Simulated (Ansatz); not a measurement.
A calculation with Ansatz 0.2.0 of Ti (ASE script, Cartesian positions):

File run.py:

```python
import json

import ase.io
import numpy as np

import ansatz as az

atoms = ase.io.read("Ti.xyz")

calculation = (
    az.Crystal.from_ase(atoms)
    .calculation()
    .kpoints(9, 9, 9)
    .functional("pbesol", dispersion="d3bj")
    .pseudopotentials(kind="paw")
    .occupations(method="fermi_dirac", width=0.15)
    .elastic(mode="clamped_ion", stencil="two_point")
    .forces()
    .stress()
)
outcome = calculation.run(threads=2, events_out="events.jsonl")

report = outcome.report
for line in open("events.jsonl"):
    event = json.loads(line)
    if event["event"] == "scf_iter":
        d = event["data"]
        print(f"SCF {d['iter']:3d}  HF = {d['harris_foulkes_ev']:.6f} eV  dr2 = {d['dr2_ev']:.2e} eV")
    elif event["event"] in ("relax_step", "md_step"):
        d = event["data"]
        print(f"{event['event']} {d['step']:3d}  E = {d['lagrangian_ev']:.6f} eV")
np.set_printoptions(precision=5, suppress=True, linewidth=110)
print("converged:", report["converged"], "after", report["n_iterations"], "iterations")
print(f"free energy {report['free_energy_ev']:.6f} eV, Fermi level {report['fermi_energy_ev']:.4f} eV")
for key in ("band_edges_ev", "magnetization_mub", "site_moments_mub", "site_moments_nc_mub", "forces_ev_ang",
                "stress_gpa", "kpoints_frac", "eigenvalues_ev"):
    if report.get(key) is not None:
        print(key, np.array(report[key]), sep="\n")
```

The input Ti.xyz:

```xyz
1
Lattice="0.0000000000 2.0300000000 2.0300000000 2.0300000000 0.0000000000 2.0300000000 2.0300000000 2.0300000000 0.0000000000" Properties=species:S:1:pos:R:3 pbc="T T T"
Ti     0.0000000000      0.0000000000      0.0000000000
```

Potentials or basis: Ansatz PAW.

Run with:

```bash
$ python run.py
```

This isn't the form of Ti at room conditions, which is hcp.

Problem. Write the same calculation in another form: native input, structure typed inline.

Solution. As run:

The input input.yaml:

```yaml
crystal:
  lattice:
    - [0.0, 2.03, 2.03]
    - [2.03, 0.0, 2.03]
    - [2.03, 2.03, 0.0]
  atoms:
    - { symbol: Ti, position: [0.0, 0.0, 0.0] }
hamiltonian:
  xc: pbesol
  pseudopotentials: { kind: paw }
  dispersion: d3bj
kpoints:
  mp_grid: { grid: [9, 9, 9] }
scf:
  occupations: { method: fermi_dirac, width: 0.15 }
output:
  forces: true
  stress: true
elastic:
  mode: clamped_ion
  stencil: two_point
```

Potentials or basis: Ansatz PAW.

Launch:

```console
$ ansatz run input.yaml --threads 2 --pin off --max-ram 5120MiB --backend cpu --events-out ev --progress --plain --runs-dir out
```

Both were run:

|  | ASE script, Cartesian positions | native input, structure typed inline |
| --- | --- | --- |
| Pressure | -5.7 GPa | -5.7 GPa |
| Band gap on the k mesh | none (metal or under the smearing width) | none (metal or under the smearing width) |
| Elastic constants C11, C12, C44 | 111, 98, 61 GPa | 111, 98, 61 GPa |
| Voigt bulk modulus | 102 GPa | 102 GPa |

Keys that steer only the numerical path or the files written may differ.

Caveat: the cell is more than 3 GPa from zero pressure, which shifts response properties; elastic constants of metals need much finer meshes, so these are rough; pairwise dispersion overbinds metals, which lowers pressure and volume; the PAW data sets come from PBE, with cores solved anew for the run's functional, which leaves a small shift of forces and pressure.
